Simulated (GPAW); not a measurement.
KCl (Sylvite): single point with TB-mBJ

**The experiment to reproduce.**

From a printed reference work, monograph, for a bulk crystal of KCl: band gap 8.68 eV.

KCl (Sylvite):

```
K Cl
1.0
     0.00000    3.14647    3.14647
     3.14647    0.00000    3.14647
     3.14647    3.14647    0.00000
K Cl
1 1
Direct
  0.00000 0.00000 0.00000
  0.50000 0.50000 0.50000
```

| Quantity | Value |
| --- | --- |
| Program | GPAW 26.7.0 |
| Task | single point |
| Functional | TB-mBJ |
| Potentials or basis | GPAW PAW data sets for LDA (gpaw-data 1.2.1) |
| Cutoff | 600 eV |
| Basis | pw |
| k mesh | 8 × 8 × 8 |
| Occupations | fermi-dirac, width 0.05 eV |
| Spin | no spin polarisation |

```
Band gap on the k mesh : 8.36 eV, direct
```

Levels at points of the mesh, in eV from the valence-band top:
```csv
k point,band 4,band 5,band 6,band 7,band 8,band 9,band 10,band 11,band 12
"(0.00, 0.00, 0.00)",-10.97,-10.97,0.00,0.00,0.00,8.36,10.19,10.19,10.19
"(0.50, 0.50, 0.00)",-11.00,-11.00,-0.42,-0.15,-0.15,8.93,10.69,11.00,11.67
"(0.50, 0.50, 0.50)",-10.97,-10.75,-0.66,-0.22,-0.22,10.41,10.88,11.81,11.81
```

Wall time 2.2 min on 1 thread of Arm Neoverse V1, with other jobs on the host, peak memory 0.24 GiB.

A measured gap of KCl is 8.68 eV (a printed reference work, monograph); the calculated 8.36 eV misses it by -0.32 eV. The value is that of TB-mBJ on a finite k mesh, which can miss the band edges, without temperature or zero-point motion.

Caveat: a model potential gives levels but no total energy.
